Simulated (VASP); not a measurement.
# MoSe2 in VASP: further runs, part 2 of 2

VASP 6.6.1. The steps go on from the part before.

### 3 Single point, PBE

This run uses another cell than the first one, of 25.42 Å³/atom, 1.065 times its volume.

The input, INCAR:

```
  PREC = Accurate
  ENCUT = 400
  EDIFF = 1E-7
  ISMEAR = 0
  SIGMA = 0.05
  LREAL = False
  LASPH = True
  NELM = 120
  ALGO = Normal
  ISIF = 2
  LWAVE = False
  LCHARG = False
  LDIPOL = True
  IDIPOL = 3
  DIPOL = 0.5 0.5 0.500
  GGA = PE
  NBANDS = 72
  LVHAR = True
  LVACPOTAV = True
```

The input, KPOINTS:

```
Automatic mesh
0
Gamma
  8 8 1
```

The input, POSCAR:

```
MoSe2
1.0
    3.2879993385      0.0000000000      0.0000000000
   -1.6439996692      2.8474909548      0.0000000000
    0.0000000000      0.0000000000     32.5750000000
Se Mo
8 4
Direct
    0.3333333333      0.6666666666      0.1534919417
    0.3333333333      0.6666666666      0.2524942441
    0.6666666667      0.3333333334      0.3514965464
    0.6666666667      0.3333333334      0.4504988488
    0.3333333333      0.6666666666      0.5495011512
    0.3333333333      0.6666666666      0.6485034536
    0.6666666667      0.3333333334      0.7475057559
    0.6666666667      0.3333333334      0.8465080583
    0.6666666667      0.3333333334      0.2029930929
    0.3333333333      0.6666666666      0.4009976976
    0.6666666667      0.3333333334      0.5990023024
    0.3333333333      0.6666666666      0.7970069071
```

Potentials or basis: VASP PAW PBE potentials, release 64 (Se, Mo_sv).

On the command line:

```console
cat potpaw_PBE.64/Se/POTCAR potpaw_PBE.64/Mo_sv/POTCAR > POTCAR
mpirun -np 1 vasp_std > vasp.out
```

OUTCAR:

```text
PREC = Accurate
   ENCUT = 400
   EDIFF = 1E-7
   ISMEAR = 0
   LREAL = False
   LASPH = True
   NELM = 120
   ISIF = 2
   GGA = PE

 Found     10 irreducible k-points:

 Following reciprocal coordinates:
            Coordinates               Weight
  0.000000  0.000000  0.000000      1.000000
  0.125000  0.000000  0.000000      6.000000
  0.250000  0.000000  0.000000      6.000000
  0.375000  0.000000  0.000000      6.000000
  0.500000  0.000000  0.000000      3.000000
  0.125000  0.125000  0.000000      6.000000
   k-points           NKPTS =     10   k-points in BZ     NKDIM =     10   number of bands    NBANDS=     72
   number of dos      NEDOS =    301   number of ions     NIONS =     12
   total plane-waves  NPLWV = 124416
   dimension x,y,z NGX =    24 NGY =   24 NGZ =  216
   dimension x,y,z NGXF=    48 NGYF=   48 NGZF=  432
   ions per type =               8   4
   NGX,Y,Z   is equivalent  to a cutoff of  12.13, 12.13, 11.02 a.u.
   NGXF,Y,Z  is equivalent  to a cutoff of  24.27, 24.27, 22.05 a.u.
 SYSTEM =  unknown system
[... 472 lines left out ...]
 [bands above 64 left out]

------------------------ aborting loop because EDIFF is reached ----------------------------------------

  FORCE on cell =-STRESS in cart. coord.  units (eV):
  Direction    XX          YY          ZZ          XY          YZ          ZX
  --------------------------------------------------------------------------------------
  -------------------------------------------------------------------------------------
  Total        9.2237984      9.2237984     17.1191338      0.0000000      0.0000000      0.0000000
  in kB       48.4553668     48.4553668     89.9319207      0.0000000      0.0000000      0.0000000
  external PRESSURE =      62.2808848 kB  Pullay stress =       0.0000000 kB

 VOLUME and BASIS-vectors are now :
 -----------------------------------------------------------------------------
  energy-cutoff  :      400.00
  volume of cell :      304.99
      direct lattice vectors                 reciprocal lattice vectors
     3.287999339  0.000000000  0.000000000     0.304136314  0.175593183  0.000000000
    -1.643999669  2.847490955  0.000000000     0.000000000  0.351186366  0.000000000
     0.000000000  0.000000000 32.575000000     0.000000000  0.000000000  0.030698388

 POSITION                                       TOTAL-FORCE (eV/Angst)
 -----------------------------------------------------------------------------------
      0.00000      1.89833      5.00000         0.000000     -0.000000     -1.238166
      0.00000      1.89833      8.22500        -0.000000     -0.000000      1.149814
      1.64400      0.94916     11.45000         0.000000      0.000000     -1.148187
      1.64400      0.94916     14.67500        -0.000000      0.000000      1.147219
      0.00000      1.89833     17.90000         0.000000      0.000000     -1.147219
      0.00000      1.89833     21.12500        -0.000000     -0.000000      1.148187
      1.64400      0.94916     24.35000        -0.000000      0.000000     -1.149814
      1.64400      0.94916     27.57500        -0.000000      0.000000      1.238166
      1.64400      0.94916      6.61250         0.000000      0.000000     -0.039166
      0.00000      1.89833     13.06250        -0.000000      0.000000     -0.001031
      1.64400      0.94916     19.51250         0.000000     -0.000000      0.001031
      0.00000      1.89833     25.96250        -0.000000     -0.000000      0.039166
 -----------------------------------------------------------------------------------
    total drift:                               -0.000000      0.000000      0.000000

  FREE ENERGIE OF THE ION-ELECTRON SYSTEM (eV)
  ---------------------------------------------------
  free  energy   TOTEN  =       -79.4703791307 eV

  energy  without entropy=      -79.4703791307  energy(sigma->0) =      -79.47037913

 vacuum level on the upper side and lower side of the slab         9.054         9.054
```

OSZICAR:

```text
N       E                     dE             d eps       ncg     rms          rms(c)
DAV:   1     0.762920608114E+03    0.76292E+03   -0.49978E+04  1736   0.107E+03
DAV:   2    -0.332490510828E+02   -0.79617E+03   -0.76240E+03  1768   0.299E+02
DAV:   3    -0.818609530481E+02   -0.48612E+02   -0.47326E+02  1744   0.652E+01
[... 14 lines left out ...]
DAV:  18    -0.794703510860E+02   -0.20973E-04   -0.95385E-07  1352   0.325E-03    0.455E-03
DAV:  19    -0.794703762107E+02   -0.25125E-04   -0.21785E-06  1456   0.344E-03    0.915E-04
DAV:  20    -0.794703779311E+02   -0.17204E-05   -0.11786E-07  1256   0.927E-04    0.117E-03
DAV:  21    -0.794703787354E+02   -0.80438E-06   -0.40393E-08  1184   0.606E-04    0.652E-04
DAV:  22    -0.794703791067E+02   -0.37122E-06   -0.39348E-08  1192   0.422E-04    0.199E-04
DAV:  23    -0.794703791307E+02   -0.24009E-07   -0.24350E-09   984   0.140E-04
   1 F= -.79470379E+02 E0= -.79470379E+02  d E =-.129475E-20
```

It took 2.5 min on 1 thread of Intel Xeon 6975P-C (Granite Rapids), shared host; peak memory 0.41 GiB.

These settings aren't checked as converged: the numbers below hold their error.

Results:

* Free energy: -79.4704 eV
* Largest force: 1.238 eV/Å
* Band gap on the k mesh: 1.04 eV, indirect (least direct gap 1.66 eV)
* Ionisation potential of the upper face: 4.89 eV

Caveat: the cell's inner coordinates are idealised or old, which leaves forces on the atoms.

### 4 Single point, PBE

This run uses another cell than the first one, of 26.98 Å³/atom, 1.131 times its volume.

Changes to INCAR since step 3:

```diff
@@ -4,3 +4,3 @@
   ISMEAR = 0
-  SIGMA = 0.05
+  SIGMA = 0.3
   LREAL = False
```

KPOINTS is that of step 3.

The input, POSCAR:

```
MoSe2
1.0
    3.2879993385      0.0000000000      0.0000000000
   -1.6439996692      2.8474909548      0.0000000000
    0.0000000000      0.0000000000     34.5750000000
Se Mo
8 4
Direct
    0.3333333333      0.6666666666      0.1735357918
    0.3333333333      0.6666666666      0.2668112798
    0.6666666667      0.3333333334      0.3600867679
    0.6666666667      0.3333333334      0.4533622560
    0.3333333333      0.6666666666      0.5466377440
    0.3333333333      0.6666666666      0.6399132321
    0.6666666667      0.3333333334      0.7331887202
    0.6666666667      0.3333333334      0.8264642082
    0.6666666667      0.3333333334      0.2201735358
    0.3333333333      0.6666666666      0.4067245119
    0.6666666667      0.3333333334      0.5932754881
    0.3333333333      0.6666666666      0.7798264642
```

On the command line:

```console
cat potpaw_PBE.64/Se/POTCAR potpaw_PBE.64/Mo_sv/POTCAR > POTCAR
mpirun -np 1 vasp_std > vasp.out
```

Run time: 3.2 min. Hardware: 1 thread of Intel Xeon 6975P-C (Granite Rapids), shared host; peak memory 0.39 GiB.

These settings aren't checked as converged: the numbers below hold their error.

What came out:

- Free energy: -79.4717 eV
- Largest force: 1.239 eV/Å
- Band gap on the k mesh: 1.04 eV, indirect (least direct gap 1.66 eV)
- Ionisation potential of the upper face: 4.90 eV

Caveat: the cell's inner coordinates are idealised or old, which leaves forces on the atoms.

### 5 Single point, PBE

This run uses another cell than the first one, of 26.98 Å³/atom, 1.131 times its volume.

Changes to INCAR since step 4:

```diff
@@ -2,5 +2,5 @@
   ENCUT = 400
-  EDIFF = 1E-7
+  EDIFF = 1E-5
   ISMEAR = 0
-  SIGMA = 0.3
+  SIGMA = 0.05
   LREAL = False
```

KPOINTS is that of step 4.

POSCAR is that of step 4.

On the command line:

```console
cat potpaw_PBE.64/Se/POTCAR potpaw_PBE.64/Mo_sv/POTCAR > POTCAR
mpirun -np 1 vasp_std > vasp.out
```

Run time: 2.7 min. Hardware: 1 thread of Intel Xeon 6975P-C (Granite Rapids), shared host; peak memory 0.4 GiB.

The run converged, but some of its settings lie outside the range that counts as converged, so its numbers aren't taken as properties of the slab.

Results:

| Property | Result |
| --- | --- |
| Free energy | -79.4715 eV |
| Largest force | 1.239 eV/Å |
| Band gap on the k mesh | 1.04 eV, indirect (least direct gap 1.66 eV) |
| Ionisation potential of the upper face | 4.89 eV |

Caveat: the cell's inner coordinates are idealised or old, which leaves forces on the atoms.

### 6 Single point, PBE

This run uses another cell than the first one, of 25.42 Å³/atom, 1.065 times its volume.

Changes to INCAR since step 5:

```diff
@@ -2,3 +2,3 @@
   ENCUT = 400
-  EDIFF = 1E-5
+  EDIFF = 1E-7
   ISMEAR = 0
```

The input, KPOINTS:

```
Automatic mesh
0
Gamma
  10 10 1
```

The input, POSCAR:

```
MoSe2
1.0
    3.2879993385      0.0000000000      0.0000000000
   -1.6439996692      2.8474909548      0.0000000000
    0.0000000000      0.0000000000     32.5750000000
Se Mo
8 4
Direct
    0.3333333333      0.6666666666      0.1534919417
    0.3333333333      0.6666666666      0.2524942441
    0.6666666667      0.3333333334      0.3514965464
    0.6666666667      0.3333333334      0.4504988488
    0.3333333333      0.6666666666      0.5495011512
    0.3333333333      0.6666666666      0.6485034536
    0.6666666667      0.3333333334      0.7475057559
    0.6666666667      0.3333333334      0.8465080583
    0.6666666667      0.3333333334      0.2029930929
    0.3333333333      0.6666666666      0.4009976976
    0.6666666667      0.3333333334      0.5990023024
    0.3333333333      0.6666666666      0.7970069071
```

Potentials or basis: VASP PAW PBE potentials, release 64 (Se, Mo_sv).

On the command line:

```console
cat potpaw_PBE.64/Se/POTCAR potpaw_PBE.64/Mo_sv/POTCAR > POTCAR
mpirun -np 1 vasp_std > vasp.out
```

It took 3.6 min on 1 thread of Intel Xeon 6975P-C (Granite Rapids), shared host; peak memory 0.43 GiB.

The run converged, but some of its settings lie outside the range that counts as converged, so its numbers aren't taken as properties of the slab.

Results:

```yaml
Free_energy: -79.4718 eV
Largest_force: 1.238 eV/Å
Band_gap_on_the_k_mesh: 0.98 eV, indirect (least direct gap 1.61 eV)
Ionisation_potential_of_the_upper_face: 4.89 eV
```

Caveat: the cell's inner coordinates are idealised or old, which leaves forces on the atoms.

### 7 Single point, PBE

This run uses another cell than the first one, of 26.98 Å³/atom, 1.131 times its volume.

Changes to INCAR since step 6:

```diff
@@ -1,3 +1,3 @@
   PREC = Accurate
-  ENCUT = 400
+  ENCUT = 600
   EDIFF = 1E-7
```

The input, KPOINTS:

```
Automatic mesh
0
Gamma
  8 8 1
```

The input, POSCAR:

```
MoSe2
1.0
    3.2879993385      0.0000000000      0.0000000000
   -1.6439996692      2.8474909548      0.0000000000
    0.0000000000      0.0000000000     34.5750000000
Se Mo
8 4
Direct
    0.3333333333      0.6666666666      0.1735357918
    0.3333333333      0.6666666666      0.2668112798
    0.6666666667      0.3333333334      0.3600867679
    0.6666666667      0.3333333334      0.4533622560
    0.3333333333      0.6666666666      0.5466377440
    0.3333333333      0.6666666666      0.6399132321
    0.6666666667      0.3333333334      0.7331887202
    0.6666666667      0.3333333334      0.8264642082
    0.6666666667      0.3333333334      0.2201735358
    0.3333333333      0.6666666666      0.4067245119
    0.6666666667      0.3333333334      0.5932754881
    0.3333333333      0.6666666666      0.7798264642
```

On the command line:

```console
cat potpaw_PBE.64/Se/POTCAR potpaw_PBE.64/Mo_sv/POTCAR > POTCAR
mpirun -np 1 vasp_std > vasp.out
```

Wall time 6.4 min (1 thread of Intel Xeon 6975P-C (Granite Rapids), shared host); peak memory 0.62 GiB.

The run converged, but some of its settings lie outside the range that counts as converged, so its numbers aren't taken as properties of the slab.

Results:

| Property | Result |
| --- | --- |
| Free energy | -79.4840 eV |
| Largest force | 1.236 eV/Å |
| Band gap on the k mesh | 1.04 eV, indirect (least direct gap 1.66 eV) |
| Ionisation potential of the upper face | 4.90 eV |

Caveat: the cell's inner coordinates are idealised or old, which leaves forces on the atoms.
